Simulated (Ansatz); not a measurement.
**KMgF3: two-dimensional strain map**

Level of theory: Ansatz 0.2.0, DFT PBE, scalar-relativistic, plane waves, PAW. Cutoff 420 eV, Γ-centred 6×6×6 k-points, Gaussian smearing of 0.05 eV. No spin polarisation. Energies are free energies at this smearing, counted from the undisturbed cell; pressure is positive in compression.

Zero of the scan (as given, not relaxed at this level; it stands at 3.8 GPa, and it needn't be the usual structure):

```
CELL_PARAMETERS angstrom
3.98590 0.00000 0.00000
0.00000 3.98590 0.00000
0.00000 0.00000 3.98590
ATOMIC_POSITIONS crystal
K 0.50000 0.50000 0.50000
Mg 0.00000 0.00000 0.00000
F 0.50000 0.00000 0.00000
F 0.00000 0.50000 0.00000
F 0.00000 0.00000 0.50000
```

The cell is strained by p along both x and y and by q along z, fractional coordinates fixed. Points are written (p, q).

Energy above the undisturbed cell in meV/atom (a dash: not computed):

```csv
p \ q,-0.030,-0.015,0.000,0.015,0.030
-0.030,55.3,42.7,33.4,27.0,23.0
-0.015,31.0,–,?,–,5.5
0.000,?,5.9,0.0,?,?
0.015,6.1,–,-5.6,–,-6.9
0.030,3.4,-2.4,-5.3,–,-3.7
```

Task: Fill in the withheld energies.

Result: (-0.015, 0.000): 12.6; (0.000, -0.030): 15.0; (0.000, 0.015): -3.2; (0.000, 0.030): -4.1.